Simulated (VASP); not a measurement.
**VASP 6.6.1 run: BaS**

INCAR

```
NSW = 0
LASPH = .TRUE.
ENCUT = 520
PREC = Accurate
LWAVE = .FALSE.
LREAL = .FALSE.
NBANDS = 15
IBRION = -1
NELM = 120
LCHARG = .FALSE.
SIGMA = 0.1
ISMEAR = -4
METAGGA = M06L
ISIF = 2
EDIFF = 1E-7
```

KPOINTS

```
KPOINTS created by Atomic Simulation Environment
0
Gamma
8 8 8
0 0 0
```

POSCAR

```
Ba S
 1.0000000000000000
    -0.0107059862000000    3.2010898869000002    3.2010898869000002
     3.2010898869000002   -0.0107059862000000    3.2010898869000002
     3.2010898869000002    3.2010898869000002   -0.0107059862000000
 Ba  S
   1   1
Cartesian
  0.0000000000000000  0.0000000000000000  0.0000000000000000
  3.1957368938000008  3.1957368938000008  3.1957368938000013
```

The recommended PBE PAW datasets give the neutral cell 16 valence electrons.

Command

```
mpirun -np 1 vasp_std
```

OSZICAR

```
N       E                     dE             d eps       ncg     rms          rms(c)
DAV:   1    -0.976103055963E+11   -0.97610E+11   -0.85033E+11  3141   0.608E+09
DAV:   2    -0.134657756770E+12   -0.37047E+11   -0.34784E+11  2048   0.351E+10
DAV:   3    -0.139324022003E+12   -0.46663E+10   -0.43579E+10  3900   0.740E+09
DAV:   4    -0.139531060343E+12   -0.20704E+09   -0.20193E+09  3524   0.191E+09
DAV:   5    -0.139540878845E+12   -0.98185E+07   -0.96220E+07  3663   0.400E+08    0.129E+02
DAV:   6     0.112072794481E+04    0.13954E+12   -0.47390E+04  3830   0.111E+03    0.856E+01
DAV:   7    -0.122087663663E+02   -0.11329E+04   -0.10526E+04  3274   0.620E+02    0.381E+02
DAV:   8    -0.391661321927E+05   -0.39154E+05   -0.36909E+05  3836   0.864E+02    0.146E+02
DAV:   9    -0.967788252431E+05   -0.57613E+05   -0.10031E+06  3450   0.240E+03    0.114E+02
DAV:  10    -0.240603809093E+05    0.72718E+05   -0.29351E+05  3876   0.121E+03    0.172E+02
...
DAV:  45    -0.823188120491E+05   -0.82784E+05   -0.81759E+05  3445   0.265E+03    0.770E+01
DAV:  46    -0.301943435845E+04    0.79299E+05   -0.72035E+04  3900   0.121E+03    0.146E+02
DAV:  47    -0.584829820323E+06   -0.58181E+06   -0.58714E+06  3245   0.108E+04    0.747E+01
DAV:  48     0.333883613413E+03    0.58516E+06   -0.52265E+04  3641   0.108E+03    0.150E+02
DAV:  49    -0.103614824780E+06   -0.10395E+06   -0.10315E+06  3151   0.350E+03    0.744E+01
DAV:  50     0.256763663295E+03    0.10387E+06   -0.43881E+04  3844   0.118E+03    0.226E+02
DAV:  51    -0.237665978455E+06   -0.23792E+06   -0.23670E+06  3045   0.667E+03    0.728E+01
DAV:  52    -0.587083177665E+04    0.23180E+06   -0.99102E+04  3900   0.119E+03    0.128E+02
DAV:  53    -0.833978215033E+06   -0.82811E+06   -0.83669E+06  2931   0.143E+04    0.740E+01
   1 F= -.83397822E+06 E0= -.83397822E+06  d E =0.000000E+00
```

Standard output (part)

```
POSCAR found type information on POSCAR BaS
 POSCAR found :  2 types and       2 ions
 LDA part: xc-table for (None), standard interpolation
 POSCAR, INCAR and KPOINTS ok, starting setup
 WAVECAR not read
 entering main loop
 hard stop encountered!  aborting job ...
|     The electronic self-consistency was not achieved in the given           |
|     number of steps (NELM). The forces and other quantities evaluated       |
|     might not be reliable so examine the results carefully. If you find     |
|     spurious results, we suggest increasing NELM, if you were close to      |
|     convergence or switching to a different ALGO or adjusting the           |
|     density mixing parameters otherwise.                                    |
 soft stop encountered!  aborting job ...
|     Tetrahedron method does not include variations of the Fermi             |
|     occupations, so forces and stress will be inaccurate. We suggest        |
|     using a different smearing scheme ISMEAR = 1 or 2 for metals in         |
|     relaxations.                                                            |
 deleting file STOPCAR
```

It was cut off at its time limit.

The run took about 16 min on one core of a shared host (Intel Xeon Platinum 8488C) and held 0.25 GiB at most.
